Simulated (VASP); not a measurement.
TiS2, 3 atoms in the cell. It takes space group P-3m1 (No. 164, trigonal). The conventional cell has a = 3.412 Å, b = 3.412 Å, c = 5.695 Å, α = 90.00°, β = 90.00°, γ = 120.00°. Around Ti (site symmetry -3m) lie 6 S at 2.43 Å. S (site symmetry 3m) has 3 Ti at 2.43 Å as nearest neighbours. 

| Quantity | Value |
| --- | --- |
| Program | VASP 6.6.1 |
| Task | single point |
| Functional | PBE |
| Potentials or basis | VASP PAW PBE potentials, release 64 (Ti_sv, S) |
| Cutoff | 520 eV |
| k mesh | 14 × 14 × 7 |
| Occupations | fermi-dirac, width 0.05 eV |
| Spin | no spin polarisation |
| Dipole correction | no |
| Further INCAR settings | ALGO = Fast; EDIFF = 1e-07; NBANDS = 19 |

Potentials or basis: VASP PAW PBE potentials, release 64 (Ti_sv, S).

The run is started by

```sh
$ cat potpaw_PBE.64/Ti_sv/POTCAR potpaw_PBE.64/S/POTCAR > POTCAR
$ mpirun -np 1 vasp_std > vasp.out
```

Hardware: 1 thread of Intel(R) Xeon(R) Platinum 8488C (Sapphire Rapids), with other jobs on the host.

Problem. Estimate the wall time of this run.

Solution. Run time: 6.5 min on 1 thread of Intel(R) Xeon(R) Platinum 8488C (Sapphire Rapids), on a shared host, peak memory 0.28 GiB. Counts: scf iterations 27, k points 144.
